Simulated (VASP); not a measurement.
# Al2O3 (Corundum) (R-3c) in VASP: notebook

The runs below take Al2O3 (Corundum) through single point, relaxation of cell and atoms, with PBEsol.

Program: VASP 6.6.1. These are calculated values, not measurements. Logs are shortened: lines on timing, memory, paths and dates and some standing lists are left out, and cuts for length are marked.

**Measured values to compare with.**

“Multi-petahertz electron interference in Cr:Al2O3 solid-state material”, 2018, pmc:5906618 quotes, for a bulk crystal of Al2O3: band gap 8.7 eV (optical).

The results are compared with them further down.

## (1) The crystal as given

Symmetry: R-3c, No. 167, trigonal system. Conventional cell: a = 4.760 Å, b = 4.760 Å, c = 12.996 Å, α = 90.00°, β = 90.00°, γ = 120.00°. Al (site symmetry 3) has 6 O at 1.85 to 1.97 Å as nearest neighbours. O (site symmetry 2) has 4 Al at 1.85 to 1.97 Å as nearest neighbours.

## (2) Single point, PBEsol

INCAR

```
PREC = Accurate
ENCUT = 520
EDIFF = 1E-6
ISMEAR = 0
SIGMA = 0.1
LREAL = F
LASPH = T
NELM = 100
ALGO = Fast
ISIF = 2
LWAVE = F
LCHARG = T
GGA = PS
LELF = T
LVHAR = T
NBANDS = 35
```

KPOINTS

```
Automatic mesh
0
Gamma
  6 6 6
```

POSCAR

```
Al2O3
1.0
    2.3802500000      1.3742379782      4.3318666667
   -2.3802500000      1.3742379782      4.3318666667
    0.0000000000     -2.7484759565      4.3318666667
Al O
4 6
Direct
    0.3521600000      0.3521600000      0.3521600000
    0.1478400000      0.1478400000      0.1478400000
    0.6478400000      0.6478400000      0.6478400000
    0.8521600000      0.8521600000      0.8521600000
    0.5566800000      0.9433200000      0.2500000000
    0.2500000000      0.5566800000      0.9433200000
    0.9433200000      0.2500000000      0.5566800000
    0.4433200000      0.0566800000      0.7500000000
    0.7500000000      0.4433200000      0.0566800000
    0.0566800000      0.7500000000      0.4433200000
```

Potentials or basis: VASP PAW PBE potentials, release 64 (Al, O).

Started as:

```sh
$ cat potpaw_PBE.64/Al/POTCAR potpaw_PBE.64/O/POTCAR > POTCAR
$ mpirun -np 1 vasp_std > vasp.out
```

OUTCAR:

```text
PREC = Accurate
   ENCUT = 520
   EDIFF = 1E-6
   ISMEAR = 0
   LREAL = F
   LASPH = T
   NELM = 100
   ISIF = 2
   GGA = PS

 ion  position               nearest neighbor table
   1  0.352  0.352  0.352-   9 1.85  10 1.85   8 1.85   7 1.97   5 1.97   6 1.97   2 2.66   3 2.79
                             3 2.79   3 2.79   2 3.22   2 3.22   2 3.22
   2  0.148  0.148  0.148-  10 1.85   9 1.85   8 1.85   6 1.97   5 1.97   7 1.97   1 2.66   4 2.79
                             4 2.79   4 2.79   1 3.22   1 3.22   1 3.22
   3  0.648  0.648  0.648-   6 1.85   7 1.85   5 1.85  10 1.97   8 1.97   9 1.97   4 2.66   1 2.79
                             1 2.79   1 2.79   4 3.22   4 3.22   4 3.22
   4  0.852  0.852  0.852-   7 1.85   6 1.85   5 1.85   9 1.97   8 1.97  10 1.97   3 2.66   2 2.79
                             2 2.79   2 2.79   3 3.22   3 3.22   3 3.22
   5  0.557  0.943  0.250-   3 1.85   4 1.85   1 1.97   2 1.97
   6  0.250  0.557  0.943-   3 1.85   4 1.85   2 1.97   1 1.97
   7  0.943  0.250  0.557-   4 1.85   3 1.85   1 1.97   2 1.97
   8  0.443  0.057  0.750-   1 1.85   2 1.85   3 1.97   4 1.97
   9  0.750  0.443  0.057-   1 1.85   2 1.85   4 1.97   3 1.97
  10  0.057  0.750  0.443-   2 1.85   1 1.85   3 1.97   4 1.97

  LATTYP: Found a trigonal (rhomboedric) cell.
 ALAT       =     5.1302230849
 COS(alpha) =     0.5694707703

  Lattice vectors:

 A1 = (   2.3802500000,   1.3742379782,   4.3318666667)
 A2 = (  -2.3802500000,   1.3742379782,   4.3318666667)
 A3 = (   0.0000000000,  -2.7484759565,   4.3318666667)

Analysis of symmetry for initial positions (statically):
=====================================================================
 Subroutine PRICEL returns:
 Original cell was already a primitive cell.

 Routine SETGRP: Setting up the symmetry group for a
 trigonal (rhombohedral) supercell.

 Subroutine GETGRP returns: Found 12 space group operations
 (whereof  6 operations were pure point group operations)
 out of a pool of 12 trial point group operations.

The static configuration has the point symmetry S_6 .
 The point group associated with its full space group is D_3d.

Analysis of symmetry for dynamics (positions and initial velocities):
=====================================================================
 Subroutine PRICEL returns:
 Original cell was already a primitive cell.

 Routine SETGRP: Setting up the symmetry group for a
 trigonal (rhombohedral) supercell.

 Subroutine GETGRP returns: Found 12 space group operations
 (whereof  6 operations were pure point group operations)
 out of a pool of 12 trial point group operations.

The dynamic configuration has the point symmetry S_6 .
 The point group associated with its full space group is D_3d.

 Subroutine INISYM returns: Found 12 space group operations
 (whereof  6 operations are pure point group operations),
 and found     1 'primitive' translations

----------------------------------------------------------------------------------------

                                     Primitive cell

  volume of cell :      85.0180

  direct lattice vectors                    reciprocal lattice vectors
     2.380250000  1.374237978  4.331866667     0.210061968  0.121279334  0.076949121
    -2.380250000  1.374237978  4.331866667    -0.210061968  0.121279334  0.076949121
     0.000000000 -2.748475957  4.331866667     0.000000000 -0.242558668  0.076949121

  length of vectors
     5.130223085  5.130223085  5.130223085     0.254471756  0.254471756  0.254471756

  position of ions in fractional coordinates (direct lattice)
     0.352160000  0.352160000  0.352160000
     0.147840000  0.147840000  0.147840000
     0.647840000  0.647840000  0.647840000
     0.852160000  0.852160000  0.852160000
     0.556680000  0.943320000  0.250000000
     0.250000000  0.556680000  0.943320000
     0.943320000  0.250000000  0.556680000
     0.443320000  0.056680000  0.750000000
     0.750000000  0.443320000  0.056680000
     0.056680000  0.750000000  0.443320000

  ion indices of the primitive-cell ions
   primitive index   ion index
                 1           1
                 2           2
                 3           3
                 4           4
                 5           5
                 6           6
                 7           7
                 8           8
                 9           9
                10          10

----------------------------------------------------------------------------------------

 KPOINTS: Automatic mesh

Automatic generation of k-mesh.
 Grid dimensions read from file:
 generate k-points for:    6    6    6

 Generating k-lattice:

  Cartesian coordinates                     Fractional coordinates (reciprocal lattice)
     0.035010328  0.020213222  0.012824854     0.166666667  0.000000000 -0.000000000
    -0.035010328  0.020213222  0.012824854     0.000000000  0.166666667 -0.000000000
     0.000000000 -0.040426445  0.012824854     0.000000000  0.000000000  0.166666667

  Length of vectors
     0.042411959  0.042411959  0.042411959

  Shift w.r.t. Gamma in fractional coordinates (k-lattice)
     0.000000000  0.000000000  0.000000000

 Subroutine IBZKPT returns following result:
 ===========================================

 Found     32 irreducible k-points:

 Following reciprocal coordinates:
            Coordinates               Weight
  0.000000  0.000000  0.000000      1.000000
  0.166667  0.000000  0.000000      6.000000
  0.333333 -0.000000 -0.000000      6.000000
  0.500000 -0.000000 -0.000000      3.000000
  0.166667  0.166667  0.000000      6.000000
  0.333333  0.166667 -0.000000     12.000000
[... 16 lines left out ...]
  0.500000  0.500000  0.166667      6.000000
 -0.333333  0.500000  0.166667     12.000000
 [... further k-points ...]
   k-points           NKPTS =     32   k-points in BZ     NKDIM =     32   number of bands    NBANDS=     35
   number of dos      NEDOS =    301   number of ions     NIONS =     10
   total plane-waves  NPLWV =  64000
   dimension x,y,z NGX =    40 NGY =   40 NGZ =   40
   dimension x,y,z NGXF=    80 NGYF=   80 NGZF=   80
   ions per type =               4   6
   NGX,Y,Z   is equivalent  to a cutoff of  12.96, 12.96, 12.96 a.u.
   NGXF,Y,Z  is equivalent  to a cutoff of  25.92, 25.92, 25.92 a.u.
 SYSTEM =  unknown system
   PREC   = accura    normal or accurate (medium, high low for compatibility)
   ISTART =      0    job   : 0-new  1-cont  2-samecut
   ICHARG =      2    charge: 1-file 2-atom 10-const
   ISPIN  =      1    spin polarized calculation?
   LNONCOLLINEAR =      F non collinear calculations
   LSORBIT =      F    spin-orbit coupling
   LASPH  =      T    aspherical Exc in radial PAW
   ENCUT  =  520.0 eV  38.22 Ry    6.18 a.u.   9.54  9.54  9.54*2*pi/ulx,y,z
   NELM   =    100;   NELMIN=  2; NELMDL= -5     # of ELM steps
   EDIFF  = 0.1E-05   stopping-criterion for ELM
   LREAL  =      F    real-space projection
   EDIFFG = 0.1E-04   stopping-criterion for IOM
   NSW    =      0    number of steps for IOM
   IBRION =     -1    ionic relax: 0-MD 1-quasi-New 2-CG
   NFREE  =      0    steps in history (QN), initial steepest desc. (CG)
   ISIF   =      2    stress and relaxation
   ISYM   =      2    0-nonsym 1-usesym 2-fastsym
   POTIM  = 0.5000    time-step for ionic-motion
   TEBEG  =    0.0;   TEEND  =   0.0 temperature during run
   PSTRESS=    0.0 pullay stress
   NELECT =      48.0000    total number of electrons
   NUPDOWN=      -1.0000    fix difference up-down
   EMIN   =  10.00;   EMAX   =-10.00  energy-range for DOS
   EFERMI =   0.00;   METHOD = LEGACY
   ISMEAR =     0;   SIGMA  =   0.10  broadening in eV -4-tet -1-fermi 0-gaus
   EFERMI_NEDOS =   21; number of points for ismear=-14 and -15
   IALGO  =     68    algorithm
   IMIX   =      4    mixing-type and parameters
     AMIX     =   0.40;   BMIX     =  1.00
     AMIX_MAG =   1.60;   BMIX_MAG =  1.00
  volume/ion in A,a.u.               =       8.50        57.37
  Fermi-wavevector in a.u.,A,eV,Ry     =   1.353064  2.556920 24.909299  1.830782
  Thomas-Fermi vector in A             =   2.480350
   LORBIT       =      0    0 simple, 1 ext, 2 COOP (PROOUT), +10 PAW based schemes
   GGA     = PS    functional components
   LHFCALC =     F    Hartree Fock is set to
   AEXX    =    0.0000 exact exchange contribution
   IVDW    =     0    specifies the selected vdW correction
   LEPSILON=     F    determine dielectric tensor
   LRPA    =     F    only Hartree local field effects (RPA)
 non-spin polarized calculation
 RMM-DIIS sequential band-by-band and
 Gauss-broadening in eV      SIGMA  =   0.10
  energy-cutoff  :      520.00
  volume of cell :       85.02
 maximum number of plane-waves:      2308
 NGX is ok and might be reduce to    40
   NGX = 19   NGY = 19   NGZ = 19

 number of electron      48.0000013 magnetization

 Free energy of the ion-electron system (eV)
  ---------------------------------------------------
  ext. energy  EPLUGINS =         0.00000000
  ---------------------------------------------------
  free energy    TOTEN  =       -78.65841578 eV

  energy without entropy =      -78.65841578  energy(sigma->0) =      -78.65841578

 E-fermi :   6.4505     XC(G=0): -11.9420

 val. band max:        6.0384265839   @ k =   0.0000   0.0000   0.0000
 cond. band min:      12.1607317046   @ k =   0.0000   0.0000   0.0000
 fundamental gap:      6.1223051207
 Fermi energy:         6.4505059824

 k-point     1 :       0.0000    0.0000    0.0000
  band No.  band energies     occupation
      1     -13.1699      2.00000
      2     -10.7908      2.00000
      3     -10.5047      2.00000
      4     -10.5047      2.00000
      5     -10.1849      2.00000
      6     -10.1849      2.00000
[... 27 lines left out ...]
     34      19.5158      0.00000
     35      20.6062      0.00000

 k-point     2 :       0.1667    0.0000    0.0000
  band No.  band energies     occupation
      1     -13.0242      2.00000
      2     -10.8648      2.00000
      3     -10.5913      2.00000
      4     -10.5342      2.00000
      5     -10.2544      2.00000
      6     -10.1946      2.00000
[... 27 lines left out ...]
     34      18.8725      0.00000
     35      20.4448      0.00000

 k-point     3 :       0.3333   -0.0000   -0.0000
  band No.  band energies     occupation
      1     -12.6099      2.00000
      2     -11.3371      2.00000
      3     -10.5642      2.00000
      4     -10.5375      2.00000
      5     -10.4014      2.00000
      6     -10.2605      2.00000
[... 27 lines left out ...]
     34      19.4599      0.00000
     35      19.5920      0.00000

 k-point     4 :       0.5000   -0.0000   -0.0000
  band No.  band energies     occupation
      1     -12.0002      2.00000
      2     -12.0002      2.00000
      3     -10.5233      2.00000
      4     -10.5233      2.00000
      5     -10.3929      2.00000
      6     -10.3929      2.00000
[... 27 lines left out ...]
     34      18.6567      0.00000
     35      19.0583      0.00000

 k-point     5 :       0.1667    0.1667    0.0000
  band No.  band energies     occupation
      1     -12.9845      2.00000
      2     -10.8737      2.00000
      3     -10.6242      2.00000
      4     -10.5330      2.00000
      5     -10.3206      2.00000
      6     -10.1695      2.00000
[... 638 lines left out ...]
 k-point    22 :      -0.1667    0.3333    0.1667
  band No.  band energies     occupation
      1     -12.2793      2.00000
      2     -11.3193      2.00000
      3     -10.9042      2.00000
      4     -10.7550      2.00000
      5     -10.4047      2.00000
      6     -10.2375      2.00000
[... 27 lines left out ...]
     34      19.2271      0.00000
     35      19.5598      0.00000

 k-point    23 :       0.5000    0.5000    0.1667
  band No.  band energies     occupation
      1     -12.1267      2.00000
      2     -11.4112      2.00000
      3     -11.0545      2.00000
      4     -10.8103      2.00000
      5     -10.4260      2.00000
      6     -10.1378      2.00000
[... 27 lines left out ...]
     34      19.2807      0.00000
     35      19.6242      0.00000

 k-point    24 :      -0.3333    0.5000    0.1667
  band No.  band energies     occupation
      1     -11.8385      2.00000
      2     -11.4566      2.00000
      3     -11.2109      2.00000
      4     -10.9812      2.00000
      5     -10.3752      2.00000
      6     -10.1624      2.00000
[... 27 lines left out ...]
     34      19.3689      0.00000
     35      19.5001      0.00000

 [... further k-points ...]

------------------------ aborting loop because EDIFF is reached ----------------------------------------

  FORCE on cell =-STRESS in cart. coord.  units (eV):
  Direction    XX          YY          ZZ          XY          YZ          ZX
  --------------------------------------------------------------------------------------
  -------------------------------------------------------------------------------------
  Total        1.0686723      1.0686723      0.6858289      0.0000000     -0.0000000      0.0000000
  in kB       20.1392950     20.1392950     12.9245524      0.0000000     -0.0000000      0.0000000
  external PRESSURE =      17.7343808 kB  Pullay stress =       0.0000000 kB

 VOLUME and BASIS-vectors are now :
 -----------------------------------------------------------------------------
  energy-cutoff  :      520.00
  volume of cell :       85.02
      direct lattice vectors                 reciprocal lattice vectors
     2.380250000  1.374237978  4.331866667     0.210061968  0.121279334  0.076949121
    -2.380250000  1.374237978  4.331866667    -0.210061968  0.121279334  0.076949121
     0.000000000 -2.748475957  4.331866667     0.000000000 -0.242558668  0.076949121

 POSITION                                       TOTAL-FORCE (eV/Angst)
 -----------------------------------------------------------------------------------
      0.00000     -0.00000      4.57653         0.000000      0.000000     -0.049970
      0.00000     -0.00000      1.92127         0.000000     -0.000000      0.049970
      0.00000     -0.00000      8.41907         0.000000     -0.000000      0.049970
      0.00000     -0.00000     11.07433         0.000000      0.000000     -0.049970
     -0.92030      1.37424      7.58077        -0.087159      0.000000      0.000000
     -0.72998     -1.48412      7.58077         0.043579     -0.075482      0.000000
      1.65027      0.10988      7.58077         0.043579      0.075482      0.000000
      0.92030     -1.37424      5.41483         0.087159      0.000000      0.000000
      0.72998      1.48412      5.41483        -0.043579      0.075482      0.000000
     -1.65027     -0.10988      5.41483        -0.043579     -0.075482      0.000000
 -----------------------------------------------------------------------------------
    total drift:                               -0.000000      0.000000     -0.000000

  FREE ENERGIE OF THE ION-ELECTRON SYSTEM (eV)
  ---------------------------------------------------
  free  energy   TOTEN  =       -78.6584157803 eV

  energy  without entropy=      -78.6584157803  energy(sigma->0) =      -78.65841578
```

It took 90 s on 1 thread of Intel Xeon Platinum 8488C (Sapphire Rapids), shared host; peak memory 0.26 GiB.

Results:

| Property | Result |
| --- | --- |
| Free energy | -78.6584 eV |
| Pressure | 1.8 GPa |
| Largest force | 0.087 eV/Å |
| Band gap on the k mesh | 6.12 eV, direct |

Forces on the atoms (eV/Å):
```
Al   0.000  0.000 -0.050
Al   0.000  0.000  0.050
Al   0.000  0.000  0.050
Al   0.000  0.000 -0.050
O   -0.087  0.000  0.000
O    0.044 -0.075  0.000
O    0.044  0.075  0.000
O    0.087  0.000  0.000
O   -0.044  0.075  0.000
O   -0.044 -0.075  0.000
```

Caveat: the PAW data sets were made with another functional, which shifts forces and pressure a little.

(Continued in part 2 of 2.)
